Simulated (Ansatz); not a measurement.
The guess for P was made by a generator: 4-connected net of one element (Imma, No. 74). Lengths were set from tabulated atomic sizes, so they are only a guess.

```cif
data_structure
_symmetry_space_group_name_H-M 'P 1'
_symmetry_Int_Tables_number 1
_cell_length_a 4.6633
_cell_length_b 4.6633
_cell_length_c 4.6633
_cell_angle_alpha 133.832
_cell_angle_beta 100.143
_cell_angle_gamma 97.547
_cell_volume 67.27
loop_
_atom_site_label
_atom_site_type_symbol
_atom_site_fract_x
_atom_site_fract_y
_atom_site_fract_z
_atom_site_occupancy
P1 P 0.91153 0.34046 0.57107 1
P2 P 0.73060 0.65954 0.07107 1
P3 P 0.08847 0.65954 0.42893 1
P4 P 0.26940 0.34046 0.92893 1
```

The calculation used DFT PBE, scalar-relativistic, plane waves, PAW (Ansatz 0.2.0). Cutoff 420 eV, Gaussian smearing, Γ-centred meshes. Cell and atoms relax first on a coarse mesh and then on a finer one. In between, the cell is made exact in the group found at 0.06 Å. In metals the finer mesh still leaves noise of several meV/atom or more. The steps can't lower the symmetry of their start. No spin polarisation.

A guess keeps its type if space group and coordination stay and the shape of the cell changes little (axis ratios within about 15 %, angles within 6°); the volume may change.

**Question.** Will the relaxed cell still be of the starting type?

**Answer.** It doesn't keep its type. The symmetry goes from Imma (No. 74) to Cmmm (No. 65), and the primitive cell from 4 to 2 atoms. The volume per atom grows by 49.3 %, from 16.8 to 25.1 Å³. The shortest distance goes from 2.14 Å (P–P) to 2.23 Å (P–P). Counting neighbours within 15 % of an atom's shortest distance, the start has P 4 and the end P 2. In detail, at the end P has 2 P at 2.23 Å and 2 P at 2.63 Å.

```
CELL_PARAMETERS angstrom
1.62601 -5.86975 0.00000
1.62601 5.86975 0.00000
0.00000 0.00000 2.63082
ATOMIC_POSITIONS crystal
P 0.68521 0.31479 0.00000
P 0.31479 0.68521 0.00000
```

Energies count from the standard state of P at the same level. The references include black phosphorus.

**Question.** At what energy does it end?

**Answer.** +0.18 eV/atom. So it is a metastable form at best.

The last run used an 18×18×20 mesh (in the run's order of axes) for its 2-atom cell and Gaussian smearing of 0.10 eV. No dispersion correction is applied, so the spacing and binding between layers, chains or molecules are poorly described. The reference form of P is held partly by dispersion forces, which this level lacks. A structure relaxed within its symmetry needn't be a true minimum. Another cell of P relaxed alike, in Cmmm, lies 90 meV/atom lower, so this cell isn't the stable form at this level.
